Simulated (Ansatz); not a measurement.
# Si (pure Si, 64 sites): the cost of one run

Program: Ansatz 0.2.0. Level of theory: DFT LDA, scalar-relativistic, plane waves, PAW, and further levels as typed in the inputs. These are calculated values, not measurements.

### 1 The system as given

The structure is triclinic, space group P1 (No. 1). The conventional cell has a = 10.804 Å, b = 10.804 Å, c = 10.804 Å, α = 90.00°, β = 90.00°, γ = 90.00°. Si (site symmetry 1) has 4 Si at 2.32 to 2.36 Å as nearest neighbours. Si (site symmetry 1) is surrounded by 4 Si at 2.33 to 2.35 Å. Around Si (site symmetry 1) lie 4 Si at 2.32 to 2.34 Å. Si (site symmetry 1) has 4 Si at 2.32 to 2.35 Å as nearest neighbours. Si (site symmetry 1) is surrounded by 4 Si at 2.30 to 2.35 Å. Si (site symmetry 1) has 4 Si at 2.33 to 2.36 Å as nearest neighbours. Around Si (site symmetry 1) lie 4 Si at 2.34 to 2.35 Å. Only part of the 64 independent sites is listed.

As a file:

```cif
data_structure
_symmetry_space_group_name_H-M 'P1'
_symmetry_Int_Tables_number 1
_cell_length_a 10.8040
_cell_length_b 10.8040
_cell_length_c 10.8040
_cell_angle_alpha 90.000
_cell_angle_beta 90.000
_cell_angle_gamma 90.000
_cell_volume 1261.11
loop_
_atom_site_label
_atom_site_type_symbol
_atom_site_symmetry_multiplicity
_atom_site_Wyckoff_symbol
_atom_site_fract_x
_atom_site_fract_y
_atom_site_fract_z
_atom_site_occupancy
Si1 Si 1 a 0.00041 0.99969 0.00225 1
Si2 Si 1 a 0.99977 0.25010 0.25146 1
Si3 Si 1 a 0.24916 0.99945 0.25017 1
Si4 Si 1 a 0.24969 0.24890 0.99981 1
Si5 Si 1 a 0.12467 0.12556 0.12346 1
Si6 Si 1 a 0.12435 0.37607 0.37672 1
Si7 Si 1 a 0.37360 0.12560 0.37409 1
Si8 Si 1 a 0.37421 0.37419 0.12461 1
Si9 Si 1 a 0.00092 0.00066 0.50005 1
Si10 Si 1 a 0.99966 0.25000 0.74990 1
Si11 Si 1 a 0.25073 0.99942 0.74999 1
Si12 Si 1 a 0.24991 0.24995 0.50023 1
Si13 Si 1 a 0.12518 0.12624 0.62492 1
Si14 Si 1 a 0.12645 0.37472 0.87456 1
Si15 Si 1 a 0.37509 0.12533 0.87525 1
Si16 Si 1 a 0.37620 0.37605 0.62546 1
Si17 Si 1 a 0.99969 0.49991 0.00131 1
Si18 Si 1 a 0.00020 0.74879 0.24936 1
Si19 Si 1 a 0.24947 0.50107 0.24990 1
Si20 Si 1 a 0.25209 0.75061 0.00012 1
Si21 Si 1 a 0.12460 0.62590 0.12478 1
Si22 Si 1 a 0.12424 0.87553 0.37501 1
Si23 Si 1 a 0.37610 0.62493 0.37235 1
Si24 Si 1 a 0.37573 0.87326 0.12642 1
Si25 Si 1 a 0.00169 0.49960 0.49892 1
Si26 Si 1 a 0.99871 0.75081 0.74981 1
Si27 Si 1 a 0.24945 0.49977 0.75193 1
Si28 Si 1 a 0.25032 0.75069 0.50072 1
Si29 Si 1 a 0.12594 0.62598 0.62434 1
Si30 Si 1 a 0.12480 0.87430 0.87434 1
Si31 Si 1 a 0.37606 0.62454 0.87493 1
Si32 Si 1 a 0.37436 0.87445 0.62573 1
Si33 Si 1 a 0.49959 0.99955 0.00046 1
Si34 Si 1 a 0.50046 0.25073 0.25016 1
Si35 Si 1 a 0.74838 0.00058 0.25046 1
Si36 Si 1 a 0.75094 0.24922 0.00233 1
Si37 Si 1 a 0.62386 0.12567 0.12504 1
Si38 Si 1 a 0.62455 0.37576 0.37474 1
Si39 Si 1 a 0.87284 0.12392 0.37542 1
Si40 Si 1 a 0.87707 0.37363 0.12498 1
Si41 Si 1 a 0.50134 0.00056 0.49965 1
Si42 Si 1 a 0.49868 0.24835 0.74931 1
Si43 Si 1 a 0.74966 0.99792 0.74843 1
Si44 Si 1 a 0.75028 0.24962 0.49930 1
Si45 Si 1 a 0.62462 0.12425 0.62586 1
Si46 Si 1 a 0.62652 0.37692 0.87566 1
Si47 Si 1 a 0.87569 0.12635 0.87661 1
Si48 Si 1 a 0.87636 0.37612 0.62441 1
Si49 Si 1 a 0.49852 0.50081 0.99991 1
Si50 Si 1 a 0.49995 0.74918 0.24880 1
Si51 Si 1 a 0.75130 0.50043 0.24901 1
Si52 Si 1 a 0.75036 0.75028 0.00048 1
Si53 Si 1 a 0.62707 0.62497 0.12382 1
Si54 Si 1 a 0.62503 0.87440 0.37551 1
Si55 Si 1 a 0.87519 0.62532 0.37448 1
Si56 Si 1 a 0.87538 0.87453 0.12548 1
Si57 Si 1 a 0.49972 0.49896 0.50046 1
Si58 Si 1 a 0.49935 0.75134 0.75041 1
Si59 Si 1 a 0.75043 0.50009 0.74995 1
Si60 Si 1 a 0.74779 0.75113 0.49925 1
Si61 Si 1 a 0.62589 0.62441 0.62487 1
Si62 Si 1 a 0.62479 0.87404 0.87484 1
Si63 Si 1 a 0.87544 0.62462 0.87383 1
Si64 Si 1 a 0.87447 0.87523 0.62606 1
```

### 2 Relaxing cell and atoms: Si64 defect cell, no spin

Contents of input.yaml:

```yaml
crystal:
  lattice:
    - [10.804, 0.0, 0.0]
    - [0.0, 10.804, 0.0]
    - [0.0, 0.0, 10.804]
  atoms:
    - { symbol: Si, position: [0.0004083927, -0.0003062478, 0.0022498808] }
    - { symbol: Si, position: [-0.0002333322, 0.250101453, 0.2514647178] }
    - { symbol: Si, position: [0.2491584298, -0.0005476089, 0.2501736424] }
    - { symbol: Si, position: [0.2496946779, 0.2488959972, -0.0001896302] }
    - { symbol: Si, position: [0.124667874, 0.1255585631, 0.1234590998] }
    - { symbol: Si, position: [0.1243519261, 0.3760657081, 0.3767191142] }
    - { symbol: Si, position: [0.3736012777, 0.12559686, 0.3740923659] }
    - { symbol: Si, position: [0.3742069112, 0.3741930033, 0.1246089338] }
    - { symbol: Si, position: [0.0009222879, 0.0006594051, 0.5000547429] }
    - { symbol: Si, position: [-0.0003362744, 0.2500030441, 0.7499019526] }
    - { symbol: Si, position: [0.2507340368, -0.000584572, 0.7499942661] }
    - { symbol: Si, position: [0.2499064535, 0.2499515845, 0.5002306717] }
    - { symbol: Si, position: [0.1251829508, 0.1262355133, 0.6249195894] }
    - { symbol: Si, position: [0.1264453279, 0.3747169076, 0.8745578199] }
    - { symbol: Si, position: [0.3750932416, 0.1253289878, 0.8752495487] }
    - { symbol: Si, position: [0.3761958195, 0.3760545566, 0.6254576457] }
    - { symbol: Si, position: [-0.0003113072, 0.4999068731, 0.0013082173] }
    - { symbol: Si, position: [0.0002047891, 0.7487867705, 0.2493617501] }
    - { symbol: Si, position: [0.2494654635, 0.5010664613, 0.2499008108] }
    - { symbol: Si, position: [0.2520919167, 0.7506077559, 0.0001155191] }
    - { symbol: Si, position: [0.1245967198, 0.6258998328, 0.1247772018] }
    - { symbol: Si, position: [0.1242372052, 0.8755258541, 0.3750118089] }
    - { symbol: Si, position: [0.3761005745, 0.6249318833, 0.3723531211] }
    - { symbol: Si, position: [0.3757306242, 0.8732619947, 0.1264242467] }
    - { symbol: Si, position: [0.0016858245, 0.499604747, 0.4989219716] }
    - { symbol: Si, position: [-0.0012931081, 0.7508077144, 0.7498129228] }
    - { symbol: Si, position: [0.2494461681, 0.4997746948, 0.7519330939] }
    - { symbol: Si, position: [0.2503211027, 0.7506902323, 0.5007190926] }
    - { symbol: Si, position: [0.1259426334, 0.625982369, 0.6243424043] }
    - { symbol: Si, position: [0.1248008258, 0.8742958531, 0.8743417593] }
    - { symbol: Si, position: [0.3760565603, 0.6245355835, 0.8749267388] }
    - { symbol: Si, position: [0.3743587316, 0.8744507564, 0.6257295797] }
    - { symbol: Si, position: [0.4995877175, -0.0004462423, 0.0004568286] }
    - { symbol: Si, position: [0.5004632426, 0.250733453, 0.2501580567] }
    - { symbol: Si, position: [0.7483767671, 0.0005833918, 0.2504612451] }
    - { symbol: Si, position: [0.750942371, 0.2492165229, 0.002333217] }
    - { symbol: Si, position: [0.6238593242, 0.1256728557, 0.1250425354] }
    - { symbol: Si, position: [0.6245491182, 0.3757553983, 0.374739513] }
    - { symbol: Si, position: [0.8728381879, 0.1239195868, 0.3754236006] }
    - { symbol: Si, position: [0.8770714232, 0.3736289715, 0.1249843157] }
    - { symbol: Si, position: [0.5013427745, 0.0005617089, 0.4996523317] }
    - { symbol: Si, position: [0.4986838906, 0.2483513964, 0.749307751] }
    - { symbol: Si, position: [0.7496590064, -0.0020817458, 0.748432363] }
    - { symbol: Si, position: [0.7502810519, 0.2496214436, 0.4993013415] }
    - { symbol: Si, position: [0.6246228071, 0.1242478482, 0.6258584933] }
    - { symbol: Si, position: [0.6265179138, 0.3769193035, 0.8756569769] }
    - { symbol: Si, position: [0.8756915518, 0.1263542165, 0.8766090789] }
    - { symbol: Si, position: [0.8763561689, 0.3761220691, 0.6244125764] }
    - { symbol: Si, position: [0.4985193461, 0.5008118778, -8.68497e-05] }
    - { symbol: Si, position: [0.4999484718, 0.7491767672, 0.2487958613] }
    - { symbol: Si, position: [0.7512978218, 0.5004304896, 0.2490142238] }
    - { symbol: Si, position: [0.7503613667, 0.7502828584, 0.0004830151] }
    - { symbol: Si, position: [0.6270670778, 0.6249678803, 0.1238156024] }
    - { symbol: Si, position: [0.6250338233, 0.8744017433, 0.3755077451] }
    - { symbol: Si, position: [0.8751948745, 0.6253207162, 0.374475147] }
    - { symbol: Si, position: [0.8753828941, 0.8745277156, 0.1254787665] }
    - { symbol: Si, position: [0.4997213947, 0.4989648219, 0.500461425] }
    - { symbol: Si, position: [0.4993464514, 0.751336432, 0.7504099928] }
    - { symbol: Si, position: [0.7504329001, 0.500093803, 0.7499450648] }
    - { symbol: Si, position: [0.7477909129, 0.7511312204, 0.4992466568] }
    - { symbol: Si, position: [0.6258850998, 0.6244090054, 0.6248675246] }
    - { symbol: Si, position: [0.6247924937, 0.8740387863, 0.874841069] }
    - { symbol: Si, position: [0.875440898, 0.6246166436, 0.8738299858] }
    - { symbol: Si, position: [0.8744694414, 0.8752312267, 0.6260618309] }
scf:
  occupations: { method: gaussian, width: 0.1 }
output:
  forces: true
  stress: false
  eigenvalues: true
hamiltonian:
  xc: lda
relax:
  f_tol: 0.01
  max_steps: 80
  cell: { stress_tol: 0.05, fix: [shape] }
kpoints:
  mp_grid: { grid: [2, 2, 2], shift: [0.5, 0.5, 0.5] }
```

Started as:

```console
$ ansatz run input.yaml --threads 8 --pin off --max-ram 16384MiB --backend cpu --events-out ev --progress --plain --runs-dir out
```

**Question.** How long does this run take on 8 threads of Intel Xeon Platinum 8259CL at 2.50GHz (Skylake/Cascade Lake), shared host, and how much memory does it need?

About 1.9 min, with a peak of 4.2 GiB.
